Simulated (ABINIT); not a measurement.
Runs of ABINIT 10.8.3 (patched build) on Br. The structure is orthorhombic, space group Cmce (No. 64). The conventional cell has a = 6.726 Å, b = 4.645 Å, c = 8.702 Å, α = 90.00°, β = 90.00°, γ = 90.00°. Br (site symmetry m) is surrounded by 1 Br at 2.29 Å. 

```tsv
task	level	k mesh	gap on the mesh (eV)	pressure (GPa)	largest force (eV/Å)
band structure	PW91	7 × 7 × 3	1.88	(b)	(c)
band structure	SOGGA	7 × 7 × 3	1.85	-0.2	(a)
band structure	RPBE	7 × 7 × 3	1.98	3.3	0.86
band structure	WC	7 × 7 × 3	1.83	0.2	0.80
single point	PBEsol	9 × 9 × 4	1.83	0.1	0.75
```

Alike in all rows: potentials or basis JTH PAW PBE v2.0; no spin polarisation; cell as given; cutoff (eV) 408; smearing fermi-dirac 0.05 eV.

Task: Fill in the values left out.

Result: (a) 0.65; (b) 1.7; (c) 0.93.

Caveats: the PAW data sets were made with another functional, which shifts forces and pressure a little; the atomic spheres overlap; an odd mesh through Γ misses points on the zone boundary, where band edges often lie (some runs).

A k mesh can miss the band edges, and the runs leave out spin-orbit coupling on Br.

Runs at the PBE level aren't shown here.
